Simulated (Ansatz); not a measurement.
Si in Ansatz: the effect of functional

The system is Si.

```
Si
1.0
     0.00000    2.70358    2.70358
     2.70358    0.00000    2.70358
     2.70358    2.70358    0.00000
Si
2
Direct
  0.50000 0.50000 0.50000
  0.75000 0.75000 0.75000
```

The cell isn't the ideal one: volume scaled by 0.98.

Alike in all runs:

| Quantity | Value |
| --- | --- |
| Program | Ansatz 0.2.0 |
| Task | single point |
| Potentials or basis | Ansatz PAW |
| k mesh | 8 × 8 × 8 |
| Occupations | fermi-dirac, width 0.05 eV |
| Spin | no spin polarisation |

```csv
functional,cutoff,gap on the mesh (eV),pressure (GPa)
PBE,420 eV (not typed: the program's choice for these potentials),0.59,3.3
LDA,420 eV (not typed: the program's choice for these potentials),?,?
r2SCAN,500 eV (not typed: the program's choice for these potentials),0.78,2.1
```

Question: What does the run with functional LDA give?

Answer: gap on the mesh 0.50 eV; pressure -0.3 GPa.

Caveats: the PAW data sets come from PBE, with cores solved anew for the run's functional, which leaves a small shift of forces and pressure (some runs).

A k mesh can miss the band edges.
